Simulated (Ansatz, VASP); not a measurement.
# NaH: VASP beside Ansatz

INCAR

```
ALGO = Normal
EDIFF = 1E-6
ENCUT = 520
GGA = PS
ISIF = 2
ISMEAR = -1
LASPH = T
LCHARG = F
LREAL = F
LWAVE = F
NBANDS = 11
NELM = 100
PREC = Accurate
SIGMA = 0.02
```

File KPOINTS:

```
k-points
0
Gamma
  11 11 11
```

Contents of POSCAR:

```
NaH
1.0
    0.0000000000      2.3541687701      2.3541687701
    2.3541687701      0.0000000000      2.3541687701
    2.3541687701      2.3541687701      0.0000000000
Na H
1 1
Direct
    0.0000000000      0.0000000000      0.0000000000
    0.5000000000      0.5000000000      0.5000000000
```

Input for Ansatz:

```yaml
crystal:
  lattice:
    - [0.0, 2.3541687701, 2.3541687701]
    - [2.3541687701, 0.0, 2.3541687701]
    - [2.3541687701, 2.3541687701, 0.0]
  atoms:
    - { symbol: Na, position: [0.0, 0.0, 0.0] }
    - { symbol: H, position: [0.5, 0.5, 0.5] }
kpoints:
  mp_grid: { grid: [11, 11, 11] }
scf:
  occupations: { method: fermi_dirac, width: 0.02 }
hamiltonian:
  xc: pbesol
  pseudopotentials: { kind: all_electron, lapw: { basis_error: 0.00025 } }
output:
  forces: true
  stress: true
  eigenvalues: true
```

Change from the starting cell: volume scaled by 0.96.

Alike in both runs: task single point; functional PBEsol; k mesh 11 × 11 × 11; occupations fermi-dirac, width 0.02 eV; no spin polarisation.

|  | VASP | Ansatz |
| --- | --- | --- |
| version | VASP 6.6.1 | Ansatz 0.2.0 |
| potentials or method | VASP PAW PBE potentials, release 64 (Na_pv, H) | all-electron LAPW, scalar-relativistic |
| plane-wave cutoff (eV) | 520 | see its input |

|  | VASP | Ansatz | Ansatz less VASP |
| --- | --- | --- | --- |
| gap on the k mesh at the Fermi level (eV) | 3.90 | 3.90 | +0.002 |
| pressure (GPa) | 1.4 | 1.4 | +0.01 |

Ansatz ran all-electron here, so the differences hold the error of VASP's frozen core and of both bases.

Caveats: the PAW data sets were made with another functional, which shifts forces and pressure a little (VASP); an odd mesh through Γ misses points on the zone boundary, where band edges often lie.
